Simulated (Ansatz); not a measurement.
The system is CuO.

```
Cu O
1.0
     0.00000   -2.11656   -2.11656
    -2.11656    0.00000   -2.11656
     2.11656    2.11656   -4.23312
Cu O
2 2
Direct
  0.50389 0.47699 0.48801
  0.00389 0.97699 0.98801
  0.74611 0.77301 0.76199
  0.24611 0.27301 0.26199
```

The cell comes from a database or a generator and needn't be the stable form of this composition.

The cell isn't the ideal one: all O atoms moved 0.2 Å in one direction.

Base run:

- Program: Ansatz 0.2.0
- Functional: PBE
- Potentials or basis: Ansatz PAW
- Cutoff: 420 eV (not typed: the program's choice for these potentials)
- k mesh: 10 × 10 × 6
- Occupations: fermi-dirac, width 0.05 eV
- Spin: no spin polarisation
- Hubbard terms: Cu d U = 2 eV

Its results: band gap on the k mesh none (metal or under the smearing width); pressure 6.4 GPa; largest force 1.264 eV/Å.

Question: The run is repeated on the same cell with these changes: hubbard terms from Cu d U = 2 eV to Cu d U = 5 eV. What comes out?

Answer: Band gap on the k mesh none (metal or under the smearing width); pressure 8.2 GPa; largest force 1.343 eV/Å.

Caveats: the run has no spin polarisation, though such a crystal can be magnetic; U without spin polarisation on a metal has little footing; forces of over 1 eV/Å show positions far from the minimum, so gaps and moduli don't describe the material at rest.
